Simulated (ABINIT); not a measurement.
TaS2:

```
Ta S
1.0
     3.35000    0.00000    0.00000
    -1.67500    2.90119    0.00000
     0.00000    0.00000    5.86000
Ta S
1 2
Direct
  0.00000 0.00000 0.00000
  0.66667 0.33333 0.75000
  0.33333 0.66667 0.25000
```

| Property | Result |
| --- | --- |
| Program | ABINIT 10.8.3 (patched build) |
| Task | relaxation of cell and atoms |
| Functional | PBEsol |
| Potentials or basis | PseudoDojo NC SR PBEsol v0.4.1 standard |
| Cutoff | 680 eV |
| k mesh | 7 × 7 × 4 |
| Occupations | fermi-dirac, width 0.05 eV |
| Spin | no spin polarisation |

At the start: pressure 4.3 GPa; volume 18.98 Å³/atom.

Question: Where does the relaxation end?

Answer: Over 12 steps the energy falls by 21.1 meV/atom and the volume is 18.64 Å³/atom (-1.8 %); space group P-3m1 (No. 164, to 0.05 Å).

The path:
```tsv
step	energy change (eV)	largest force (eV/Å)	pressure (GPa)	volume (Å³)
1	0.0000	0.9439	4.27	56.95
2	-0.0324	0.5454	1.48	57.70
3	-0.0480	0.1376	-1.06	58.18
4	-0.0521	0.0492	-1.38	57.97
5	-0.0614	0.0956	-1.13	56.72
6	-0.0632	0.0320	-0.23	56.07
7	-0.0633	0.0018	0.01	55.99
8	-0.0633	0.0028	0.02	55.99
9	-0.0633	0.0055	0.03	55.96
10	-0.0633	0.0024	0.02	55.93
11	-0.0633	0.0005	-0.01	55.94
12	-0.0633	0.0002	0.00	55.93
```

Final structure:
```yaml
crystal:
  lattice:
    - [3.31649, 0.00000, 0.00000]
    - [-1.65824, 2.87216, 0.00000]
    - [0.00000, 0.00000, 5.87198]
  atoms:
    - { symbol: Ta, position: [0.00000, 0.00000, 0.00000] }
    - { symbol: S, position: [0.66667, 0.33333, 0.73745] }
    - { symbol: S, position: [0.33333, 0.66667, 0.26255] }
```

Caveat: this functional lacks dispersion, which binds the layers, so the pressure and a relaxed spacing across them are unreliable.
